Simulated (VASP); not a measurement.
Crystal: Ag.

```
Ag
1.0
     3.52844    0.00000    0.00000
    -1.76422    3.05572    0.00000
     0.00000    0.00000   11.52378
Ag
8
Direct
  0.00000 0.00000 0.09375
  0.00000 0.00000 0.59375
  0.00000 0.00000 0.40625
  0.00000 0.00000 0.90625
  0.33333 0.66667 0.15625
  0.66667 0.33333 0.65625
  0.33333 0.66667 0.34375
  0.66667 0.33333 0.84375
```

The cell was built by a generator and needn't be a form met in nature.

```yaml
Program: VASP 6.6.1
Task: relaxation of cell and atoms
Functional: PBE
Potentials_or_basis: VASP PAW PBE potentials, release 64 (Ag)
Cutoff: 600 eV
k_mesh: 6 × 6 × 2
Occupations: gaussian, width 0.1 eV
Spin: no spin polarisation
```

At the start: pressure 120.7 GPa; volume 15.53 Å³/atom.

Question: Where does the relaxation end?

Answer: Over 42 steps the energy falls by 3349.5 meV/atom and the volume is 18.42 Å³/atom (+18.6 %); space group P6_3/mmc (No. 194, to 0.05 Å).

Step by step:
| step | energy change (eV) | largest force (eV/Å) | pressure (GPa) | volume (Å³) |
| --- | --- | --- | --- | --- |
| 1 | 0.0000 | 0.0920 | 120.68 | 124.25 |
| 3 | 1017.2565 | 4.6310 | 125.27 | 246.26 |
| 5 | -18.1023 | 0.0527 | -3.85 | 416.58 |
| 7 | -21.4584 | 0.0520 | -3.62 | 283.35 |
| 9 | -21.9697 | 0.0737 | -1.98 | 255.21 |
| 11 | -22.0826 | 0.0066 | -0.63 | 242.33 |
| 13 | -22.0836 | 0.1108 | 0.71 | 232.94 |
| 15 | -22.0937 | 0.0535 | -0.02 | 237.78 |
| 17 | -22.1038 | 0.0827 | -0.02 | 237.50 |
| 19 | -22.1552 | 0.2484 | -0.01 | 235.86 |
| 21 | -22.8362 | 0.4066 | -2.57 | 223.72 |
| 23 | -23.6254 | 0.5714 | -6.56 | 211.33 |
| 25 | -23.9932 | 0.7834 | -8.88 | 204.28 |
| 27 | -24.2884 | 0.7564 | -8.37 | 199.18 |
| 29 | -25.3203 | 0.4879 | -4.58 | 177.28 |
| 31 | -25.6211 | 0.7436 | 0.14 | 163.41 |
| 33 | -26.4461 | 1.0497 | 1.61 | 150.98 |
| 35 | -26.5038 | 1.0951 | 2.45 | 148.09 |
| 37 | -26.6810 | 0.6732 | -0.13 | 148.58 |
| 39 | -26.7840 | 0.2129 | -0.48 | 147.97 |
| 41 | -26.7949 | 0.0654 | 0.26 | 147.15 |
| 42 | -26.7962 | 0.0228 | -0.04 | 147.39 |

Final structure:
```
CELL_PARAMETERS angstrom
2.93563 0.00000 0.00000
-1.46782 2.54233 0.00000
0.00000 0.00000 19.74895
ATOMIC_POSITIONS crystal
Ag 0.00000 0.00000 0.06741
Ag 0.00000 0.00000 0.56741
Ag 0.00000 0.00000 0.43259
Ag 0.00000 0.00000 0.93259
Ag 0.33333 0.66667 0.18267
Ag 0.66667 0.33333 0.68267
Ag 0.33333 0.66667 0.31733
Ag 0.66667 0.33333 0.81733
```

Caveat: the volume moved by over 15 % at a fixed basis, so the end points are rough.
